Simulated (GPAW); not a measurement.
Runs of GPAW 26.7.0 on Be2C. It takes space group Fm-3m (No. 225, cubic). The conventional cell has a = 4.330 Å, b = 4.330 Å, c = 4.330 Å, α = 90.00°, β = 90.00°, γ = 90.00°. C (site symmetry m-3m) is surrounded by 8 Be at 1.87 Å. Be (site symmetry -43m) has 4 C at 1.87 Å as nearest neighbours. 

```csv
task,level,potentials or basis,band path,band points,gap on the mesh (eV),pressure (GPa),V0 of scaled cells (Å³/atom),B0 (GPa)
band structure,PBE,"GPAW PAW data sets (gpaw-data 1.2.1), pw","GXWKGLUWLK,UX",80,1.26,2.5,-,-
band structure,PBEsol,"PAW data sets generated in the run's folder for this functional, pw","GXWKGLUWLK,UX",80,1.16,(b),-,-
equation of state,PBEsol,"PAW data sets generated in the run's folder for this functional, pw",-,-,-,-,6.68,206
equation of state,LDA,"the program's PAW data sets (release 1.2.1) made for this functional, pw",-,-,-,-,(a),216
band structure,LDA,"the program's PAW data sets (release 1.2.1) made for this functional, pw","GXWKGLUWLK,UX",80,(c),-6.4,-,-
```

Alike in all rows: no spin polarisation; cell as given; k mesh 11 × 11 × 11; cutoff (eV) 800; smearing fermi-dirac 0.05 eV.

Fill in the values left out.

(a) 6.57; (b) -2.9; (c) 1.28.

Caveats: the mesh misses the band edges, which the band path finds closer together (some runs).
